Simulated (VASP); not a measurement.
Wanted: the native input for a VASP 6.6.1 run.

```yaml
Task: Born charges and dielectric tensor
Functional: PBEsol
Potentials_or_basis: VASP PAW PBE potentials, release 64 (Cd, Se)
Cutoff: 520 eV
k_mesh: 8 × 8 × 8
Occupations: fermi-dirac, width 0.05 eV
Spin: no spin polarisation
Further_INCAR_settings: ALGO = Normal; EDIFF = 1e-08; IBRION = 8
```

The structure of CdSe lies in POSCAR:

```
CdSe
1.0
    0.0000000000      3.0702711986      3.0702711986
    3.0702711986      0.0000000000      3.0702711986
    3.0702711986      3.0702711986      0.0000000000
Cd Se
1 1
Direct
    0.0000000000      0.0000000000      0.0000000000
    0.2500000000      0.2500000000      0.2500000000
```

Measurements of this composition are mostly on another form, of space group No. 186.

One way to write it, as run:

INCAR

```
PREC = Accurate ; ENCUT = 520
EDIFF = 1E-8 ; ISMEAR = -1
SIGMA = 0.05 ; LREAL = F
LASPH = T ; NELM = 100
ALGO = Normal ; ISIF = 2
LWAVE = F ; LCHARG = F
GGA = PS ; LEPSILON = T
IBRION = 8
```

KPOINTS

```
regular mesh
0
Gamma
  8 8 8
```

Potentials or basis: VASP PAW PBE potentials, release 64 (Cd, Se).

Launch:

```console
$ cat potpaw_PBE.64/Cd/POTCAR potpaw_PBE.64/Se/POTCAR > POTCAR
$ mpirun -np 1 vasp_std > vasp.out
```

It gave:

```
Band gap on the k mesh                                  : 0.43 eV, direct
Electronic dielectric tensor (diagonal)                 : 18.45
Born charges (mean of the diagonal)                     : Cd +2.46; Se -2.46 e
Highest phonon frequency at Γ, LO-TO splitting left out : 161 cm⁻¹
```

Caveat: the gap is small at this level, which inflates the dielectric constant.

It took 5.4 min on 1 thread of Intel(R) Xeon(R) Platinum 8375C CPU @ 2.90GHz (Ice Lake) (shared host), peak memory 0.32 GiB.
